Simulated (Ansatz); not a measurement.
The system is Se.

```xyz
3
Lattice="4.3662 0.0000 0.0000 -2.1831 3.7812 0.0000 0.0000 0.0000 4.9536" Properties=species:S:1:pos:R:3 pbc="T T T"
Se    1.6910    2.9289    0.0000
Se   -0.4921    0.8523    3.3024
Se    0.9841    0.0000    1.6512
```

Base run:

- Program: Ansatz 0.2.0
- Functional: PBE
- Potentials or basis: Ansatz PAW
- Cutoff: 420 eV
- Density cutoff: 1680 eV
- k mesh: 5 × 5 × 5
- Occupations: fermi-dirac, width 0.05 eV
- Spin: spin-orbit coupling, no magnetisation

Its results: band gap on the k mesh 1.18 eV, indirect (least direct gap 1.52 eV); pressure 2.9 GPa; largest force 0.415 eV/Å.

The run is repeated on the same cell with these changes: functional from PBE to PBEsol. What comes out?

Band gap on the k mesh 1.10 eV, indirect (least direct gap 1.47 eV); pressure 0.2 GPa; largest force 0.301 eV/Å.

PBEsol binds more tightly than PBE, so the same cell stands under less pressure.

Caveats: the k mesh misses the band edges, so the gap on the mesh is wider than the one along the path; the PAW data sets come from PBE, with cores solved anew for the run's functional, which leaves a small shift of forces and pressure (some runs).

Not every run made on this cell is shown here.
